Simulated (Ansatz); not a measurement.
AlP, space group F-43m, an all-electron equation of state

Program: Ansatz 0.2.0 through its Python package.

Interactive session:
```pycon
>>> import warnings
>>> import ansatz as az
>>> from ase.eos import EquationOfState
>>> from ase.units import GPa
>>> import numpy as np
>>> config = {
...     "functional": "pbesol",
...     "filling": "fixed",
...     "tolerance": 1e-09,
...     "max_iterations": 100,
...     "kmesh": (5, 5, 5),
... }
>>> VECTORS = np.array([
...     [0.0, 2.7255, 2.7255],
...     [2.7255, 0.0, 2.7255],
...     [2.7255, 2.7255, 0.0],
... ])
>>> SITES = [
...     ("Al", (0.0, 0.0, 0.0)),
...     ("P", (0.25, 0.25, 0.25)),
... ]
>>> def crystal_on(cell):
...     crystal = az.Crystal(lattice=az.Lattice.of(cell))
...     for symbol, position in SITES:
...         crystal = crystal.atom(symbol, position)
...     return crystal
...
>>> warnings.simplefilter("ignore", az.DeckWarning)
>>> volumes, energies = [], []
>>> for scale in np.linspace(0.92, 1.08, 5):
...     cell = VECTORS * scale ** (1 / 3)
...     job = (
...         crystal_on(cell).calculation()
...         .functional(config["functional"])
...         .occupations(config["filling"])
...         .scf(tolerance=config["tolerance"], max_iterations=config["max_iterations"], lower_state_search="off")
...         .kpoints(*config["kmesh"])
...         .pseudopotentials("all_electron", lapw=True, relativity="none")
...     )
...     rep = job.run().report
...     volumes.append(abs(np.linalg.det(cell)) / len(SITES))
...     energies.append(rep["free_energy_ev"] / len(SITES))
...     print(f"{scale:.3f} {volumes[-1]:9.4f} A^3/atom {energies[-1]:16.5f} eV/atom  (estimated basis error {1000 * rep['lapw_basis_errors']['total_ev_per_atom']:.2f} meV/atom)")
...
0.920   18.6263 A^3/atom      -7926.68817 eV/atom  (estimated basis error 0.12 meV/atom)
0.960   19.4361 A^3/atom      -7926.72633 eV/atom  (estimated basis error 0.12 meV/atom)
1.000   20.2460 A^3/atom      -7926.74177 eV/atom  (estimated basis error 0.12 meV/atom)
1.040   21.0558 A^3/atom      -7926.73863 eV/atom  (estimated basis error 0.12 meV/atom)
1.080   21.8656 A^3/atom      -7926.72030 eV/atom  (estimated basis error 0.12 meV/atom)
>>> v0, e0, bulk = EquationOfState(volumes, energies, eos="birchmurnaghan").fit()
>>> print(f"V0 = {v0:.4f} A^3/atom, B0 = {bulk / GPa:.1f} GPa")
V0 = 20.4954 A^3/atom, B0 = 87.1 GPa
```

A third-order Birch-Murnaghan fit through the 5 points has its minimum at 20.50 Å³ an atom, 1.2 % above the typed cell, with a bulk modulus of 87 GPa and dB/dP = 4.1. From that minimum the energy rises by 54.4 meV an atom on the compressed side and 22.3 meV on the expanded side.

Caveats:
- These settings explore the input space; cutoff and mesh may be short of convergence.
- Of the deposited cell: the entry's cell lengths or inner coordinates differ somewhat from later room-temperature determinations.
- The structure is a deposited one; some such entries were measured under pressure or heat, so a shift against it needn't be the functional's error alone.
- The whole script took 16 s on 1 thread of Arm Neoverse V1, on a shared host, peak memory 0.3 GiB.

(Lines on the test bed's own set-up are left out of the output.)
